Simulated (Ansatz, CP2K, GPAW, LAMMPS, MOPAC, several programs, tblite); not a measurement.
**What cheap methods get right for LiCl**

How much accuracy does each second buy? LiCl is computed with 12 methods, from the cheapest up to r2SCAN.

Computed with LAMMPS, MOPAC, tblite, CP2K, GPAW, Ansatz (versions at each run) (no spin polarisation, static lattice; gaps from single points on the cell relaxed beforehand with r²SCAN, unless a step's input says otherwise).

### Step 1. The structure to begin with

It takes space group P6_3/mmc (No. 194, hexagonal). The conventional cell has a = 4.162 Å, b = 4.162 Å, c = 5.233 Å, α = 90.00°, β = 90.00°, γ = 120.00°. Li (site symmetry -6m2) has 5 Cl at 2.40 to 2.62 Å as nearest neighbours. Cl (site symmetry -6m2) is surrounded by 5 Li at 2.40 to 2.62 Å.

Coordinates:

```
CELL_PARAMETERS angstrom
4.16187 0.00000 0.00000
-2.08094 3.60429 0.00000
0.00000 0.00000 5.23255
ATOMIC_POSITIONS crystal
Li 0.33333 0.66667 0.25000
Li 0.66667 0.33333 0.75000
Cl 0.66667 0.33333 0.25000
Cl 0.33333 0.66667 0.75000
```

The structure type (flat hexagonal layers, h-BN or h-MgO type) is imposed and need not be the compound's stable one.

**Question.** The methods are ffield.eim, PM6, PM7, GFN1-xTB (tblite), GFN2-xTB (tblite), PBE/DZVP, PBE/single-zeta, PBE/SZV, coarse PBE, GLLB-SC, PBE, r2SCAN. What gap does r2SCAN give on this cell, and which other methods (full PBE left aside) come nearest to r2SCAN and farthest in gap, volume and bulk modulus?

```
                                               quantity                                                               value
                                                 r2SCAN                               gap 6.30 eV, 19.62 Å³/atom, B₀ 28 GPa
         gap: nearest and farthest of the other methods                               coarse PBE (-0.65 eV), PM6 (+4.55 eV)
      volume: nearest and farthest of the other methods  ffield.eim, GFN2-xTB (tblite) (about 1.9 % off); PBE/SZV (+11.3 %)
bulk modulus: nearest and farthest of the other methods                                 PBE/SZV (-5 %), ffield.eim (+479 %)
```

In words: Among the 9 methods compared for the gap (full PBE left aside), coarse PBE is nearest to r2SCAN and PM6 farthest. For the volume (full PBE left aside), ffield.eim, GFN2-xTB (tblite) tie for nearest to r2SCAN; PBE/SZV is farthest. Among the 7 methods compared for the bulk modulus (full PBE left aside), PBE/SZV is nearest to r2SCAN and ffield.eim farthest. A minimal basis or a coarse cutoff and mesh shifts results by its own error, so closeness to r2SCAN can be chance. Cluster runs see only the k-points that fold onto the zone centre, so their gaps can miss the band edges. GLLB-SC is compared with its derivative discontinuity added. No volume is given for PM6, PBE/single-zeta, which can hide a larger miss. CPU times run from 0.12 s (ffield.eim) to 35 s (GLLB-SC). On this cell PBE/DZVP, GLLB-SC cost more than r2SCAN itself (15 s), so they are no saving here. r2SCAN is a yardstick, not the truth: it usually gives gaps below the measured ones.
